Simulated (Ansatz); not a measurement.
# AlN (distorted structure, charge +1): how the settings move a single-point run

Question: which choices in the input matter for AlN (distorted structure, charge +1)?

Method: reference: DFT r2SCAN, plane waves, PAW, scalar-relativistic, collinear spin, in Ansatz 0.2.0.

### 1 Starting point

Symmetry: P1, No. 1, triclinic system. The conventional cell has a = 3.065 Å, b = 5.267 Å, c = 5.783 Å, α = 115.33°, β = 103.96°, γ = 91.67°. Around Al (site symmetry 1) lie 4 N at 1.81 to 1.96 Å. Al (site symmetry 1) has 4 N at 1.77 to 1.99 Å as nearest neighbours. Al (site symmetry 1) has 4 N at 1.82 to 1.99 Å as nearest neighbours. Around Al (site symmetry 1) lie 4 N at 1.78 to 1.95 Å. N (site symmetry 1) has 4 Al at 1.78 to 1.99 Å as nearest neighbours. N (site symmetry 1) is surrounded by 4 Al at 1.83 to 1.99 Å. N (site symmetry 1) is surrounded by 4 Al at 1.81 to 1.95 Å. N (site symmetry 1) is surrounded by 4 Al at 1.77 to 1.97 Å.

Structure file:

```
CELL_PARAMETERS angstrom
4.59904 2.56629 0.06048
-1.57064 2.63145 0.01863
1.54837 2.65373 5.05760
ATOMIC_POSITIONS crystal
Al 0.16888 0.47688 0.99306
Al 0.69562 0.00503 0.99166
Al 0.10463 0.74686 0.48441
Al 0.56776 0.25271 0.50073
N 0.48901 0.79988 0.38735
N 0.95920 0.31499 0.38222
N 0.40352 0.06722 0.88682
N 0.90318 0.55726 0.87602
```

### 2 Reference

File input.yaml:

```yaml
crystal:
  lattice:
    - [4.599039, 2.566289, 0.060482]
    - [-1.570636, 2.631455, 0.018634]
    - [1.548368, 2.653733, 5.057596]
  atoms:
    - { symbol: Al, position: [0.168878, 0.476877, 0.993058] }
    - { symbol: Al, position: [0.69562, 0.005027, 0.991658] }
    - { symbol: Al, position: [0.104631, 0.746858, 0.484415] }
    - { symbol: Al, position: [0.567763, 0.252709, 0.500728] }
    - { symbol: "N", position: [0.489008, 0.79988, 0.387346] }
    - { symbol: "N", position: [0.959197, 0.314986, 0.382217], spin: 0.3 }
    - { symbol: "N", position: [0.403515, 0.067219, 0.886825] }
    - { symbol: "N", position: [0.903177, 0.557261, 0.876016] }
kpoints:
  mp_grid: { grid: [4, 6, 4], shift: [0.5, 0.0, 0.5] }
magnetization:
  spin_polarized: true
scf:
  occupations: { method: fermi_dirac, width: 0.0406 }
hamiltonian:
  pseudopotentials: { kind: paw }
  xc: r2scan
basis:
  ecutwfc: 500
total_charge: 1.0
output:
  forces: true
  stress: true
  eigenvalues: true
```

On the command line:

```console
$ ansatz run input.yaml --threads 1 --pin off --max-ram 2560MiB --backend cpu --events-out ev --progress --plain --runs-dir out
```

### 3 Changing settings: ecutwfc 29.4 Ry

input.yaml: that of step 2 with these lines changed.

```diff
@@ -24,3 +24,3 @@
 basis:
-  ecutwfc: 500
+  ecutwfc: "29.4 Ry"
 total_charge: 1.0
```

### 4 Changing settings: xc revpbe

input.yaml: that of step 2 with these lines changed.

```diff
@@ -22,3 +22,3 @@
   pseudopotentials: { kind: paw }
-  xc: r2scan
+  xc: revpbe
 basis:
@@ -30 +30,5 @@
   eigenvalues: true
+  write_density: true
+  write_potential: true
+  elf: true
+  volumetric_format: npy
```

### 5 Changing settings: starting moments, occupations.method tetrahedron, width left out

File input.yaml:

```yaml
crystal:
  lattice:
    - [4.599039, 2.566289, 0.060482]
    - [-1.570636, 2.631455, 0.018634]
    - [1.548368, 2.653733, 5.057596]
  atoms:
    - { symbol: Al, position: [0.168878, 0.476877, 0.993058], spin: 2.0 }
    - { symbol: Al, position: [0.69562, 0.005027, 0.991658], spin: 2.0 }
    - { symbol: Al, position: [0.104631, 0.746858, 0.484415], spin: 1.0 }
    - { symbol: Al, position: [0.567763, 0.252709, 0.500728], spin: 2.0 }
    - { symbol: "N", position: [0.489008, 0.79988, 0.387346], spin: 2.0 }
    - { symbol: "N", position: [0.959197, 0.314986, 0.382217], spin: 0.3 }
    - { symbol: "N", position: [0.403515, 0.067219, 0.886825], spin: 3.0 }
    - { symbol: "N", position: [0.903177, 0.557261, 0.876016], spin: 1.0 }
kpoints:
  mp_grid: { grid: [4, 6, 4], shift: [0.5, 0.0, 0.5] }
magnetization:
  spin_polarized: true
scf:
  occupations: { method: tetrahedron }
hamiltonian:
  pseudopotentials: { kind: paw }
  xc: r2scan
basis:
  ecutwfc: 500
total_charge: 1.0
output:
  forces: true
  stress: true
  eigenvalues: true
  write_density: true
  write_potential: true
  elf: true
  volumetric_format: npy
```

### 6 Variant: occupations.method tetrahedron, ecutwfc 450 eV, width left out

input.yaml: that of step 2 with these lines changed.

```diff
@@ -19,3 +19,3 @@
 scf:
-  occupations: { method: fermi_dirac, width: 0.0406 }
+  occupations: { method: tetrahedron }
 hamiltonian:
@@ -24,3 +24,3 @@
 basis:
-  ecutwfc: 500
+  ecutwfc: "450 eV"
 total_charge: 1.0
```

What does the calculation give? Wanted: for each run, ending; energy change; pressure; abs. moment; force.

**Answer**, as computed:

| run | ending | energy change | pressure (GPa) | abs. moment (μB) | force (eV/Å) | cycles | time |
| --- | --- | --- | --- | --- | --- | --- | --- |
| reference | converged | 0 | 22.7 | 0.91 | 2.22 | 18 | 1.7 min |
| 1: ecutwfc 29.4 Ry | converged | +5.0 meV/atom | 22.7 | 0.91 | 2.22 | 18 | 77 s |
| 2: xc revpbe | converged | not comparable | 30.0 | 0.26 | 2.22 | 20 | 83 s |
| 3: starting moments, occupations.method tetrahedron, width left out | converged | +0.1 meV/atom (σ→0) | 22.7 | 1.02 | 2.21 | 23 | 2.5 min |
| 4: occupations.method tetrahedron, ecutwfc 450 eV, width left out | converged | +0.7 meV/atom (σ→0) | 22.7 | 1.02 | 2.21 | 21 | 1.8 min |

Times don't compare one to one where runs were asked for different outputs or read a saved state (see the inputs); cycles may leave out searches for a lower state.

Residual by cycle in the longest SCF loop of each run; runs are numbered as in the table. The quantity is the density residual dr2, in eV.

| cycle | reference | run 1 | run 2 | run 3 | run 4 |
| --- | --- | --- | --- | --- | --- |
| 1 | 25.9 | 25.8 | 28 | 28.4 | 25.9 |
| 3 | 0.813 | 0.815 | 0.795 | 1.04 | 0.793 |
| 5 | 0.0733 | 0.0726 | 0.0411 | 0.0792 | 0.0444 |
| 7 | 0.00246 | 0.00244 | 9.6e-4 | 0.0815 | 0.00159 |
| 9 | 1.7e-4 | 1.6e-4 | 4.4e-5 | 0.0395 | 2.3e-4 |
| 11 | 2.0e-5 | 1.9e-5 | 2.5e-6 | 0.0468 | 2.8e-5 |
| 13 | 1.3e-6 | 1.3e-6 | 5.6e-7 | 0.00455 | 9.8e-6 |
| 15 | 2.1e-7 | 2.2e-7 | 4.0e-8 | 2.1e-4 | 5.2e-6 |
| 17 | 2.3e-8 | 2.1e-8 | 7.5e-8 | 1.4e-5 | 2.8e-7 |
| 19 | - | - | 2.9e-9 | 1.2e-6 | 3.7e-8 |
| 21 | - | - | - | 1.7e-7 | 2.2e-9 |
| 23 | - | - | - | 1.3e-8 | - |

What this shows: Runs 1 and 4 ran under the cutoff that the potentials recommend, as the log warns, so basis error is mixed into their values. The structure is not at rest: the sound run finds 23 GPa, so these are no properties of the relaxed crystal. 

Caveats on the reference run: its magnetic state comes from one start and may not be the lowest; the charged cell sits in a uniform background, which enters energy and pressure; the structure is made up and not relaxed.
